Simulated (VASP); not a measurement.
Runs of VASP 6.6.1 on Sb2S3 (Stibnite). Symmetry: Pnma, No. 62, orthorhombic system. Conventional cell: a = 11.285 Å, b = 3.828 Å, c = 10.916 Å, α = 90.00°, β = 90.00°, γ = 90.00°. Sb (site symmetry m) has 3 S at 2.56 to 2.57 Å as nearest neighbours. Sb (site symmetry m) is surrounded by 5 S at 2.50 to 2.84 Å. Around S (site symmetry m) lie 3 Sb at 2.56 to 2.66 Å. S (site symmetry m) is surrounded by 3 Sb at 2.50 to 2.84 Å. Around S (site symmetry m) lie 2 Sb at 2.57 Å. 

| task | level | potentials or basis | cell | cutoff (eV) | gap on the mesh (eV) | pressure (GPa) | largest force (eV/Å) |
| --- | --- | --- | --- | --- | --- | --- | --- |
| band structure | LDA | VASP PAW LDA potentials, release 64 (Sb, S) | Pnma, 23.58 Å³/atom | 520 | 1.15 | -1.5 | 0.06 |
| relaxation of cell and atoms | PBEsol | VASP PAW PBE potentials, release 64 (Sb, S) | relaxed | 600 | 1.18 | 0.0 | - |
| band structure | TB-mBJ | VASP PAW PBE potentials, release 64 (Sb, S) | Pnma, 23.58 Å³/atom | 520 | (b) | - | - |
| band structure | PBE | VASP PAW PBE potentials, release 64 (Sb, S) | Pnma, 23.58 Å³/atom | 520 | (c) | (a) | 0.09 |

Alike in all rows: no spin polarisation; k mesh 4 × 8 × 4; smearing gaussian 0.03 eV.

Q: Estimate the missing entries.

A: (a) 2.9; (b) 1.68; (c) 1.24.

Caveats: spin-orbit coupling is left out, which moves the levels of the heavy elements; the PAW data sets were made with another functional, which shifts forces and pressure a little (some runs).

A k mesh can miss the band edges, and the runs leave out spin-orbit coupling on Sb.
